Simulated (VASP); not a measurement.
A run of VASP 6.6.1 is set up as follows.

INCAR

```
  PREC = Accurate
  ENCUT = 520
  EDIFF = 1E-7
  ISMEAR = 0
  SIGMA = 0.02
  LREAL = False
  LASPH = True
  NELM = 150
  ALGO = Normal
  ISIF = 3
  LWAVE = False
  LCHARG = False
  ISPIN = 2
  MAGMOM = 5 0
  LORBIT = 11
  LMAXMIX = 4
  LDAU = True
  LDAUTYPE = 2
  LDAUL = 2 -1
  LDAUU = 3.9 0
  LDAUJ = 0 0
  LDAUPRINT = 1
  GGA = PE
  IBRION = 2
  NSW = 80
  EDIFFG = -0.002
```

File KPOINTS:

```
regular mesh
0
Gamma
  10 10 10
```

POSCAR

```
MnS                                     
1.0
    0.0000000000      2.6467407927      2.6467407927
    2.6467407927      0.0000000000      2.6467407927
    2.6467407927      2.6467407927     -0.0000000000
  Mn              S             
     1     1
Direct
     0.0000000000000000    0.0000000000000000    0.0000000000000000
     0.5000000000000000    0.5000000000000000    0.5000000000000000
```

Potentials or basis: VASP PAW PBE potentials, release 64 (Mn_pv, S).

The run is started by

```bash
$ cat potpaw_PBE.64/Mn_pv/POTCAR potpaw_PBE.64/S/POTCAR > POTCAR
$ mpirun -np 1 vasp_std > vasp.out
```

(1) Estimate the site moments.

(2) What does it give for the band gap on the k mesh?

(3) Predict the relaxed volume.

Results:

(1) Mn +4.60; S +0.08 μB.

(2) 0.84 eV, indirect (least direct gap 2.72 eV).

(3) 18.55 Å³/atom.

Caveat: a cell with one magnetic atom can't hold antiferromagnetic order, which such compounds often take.
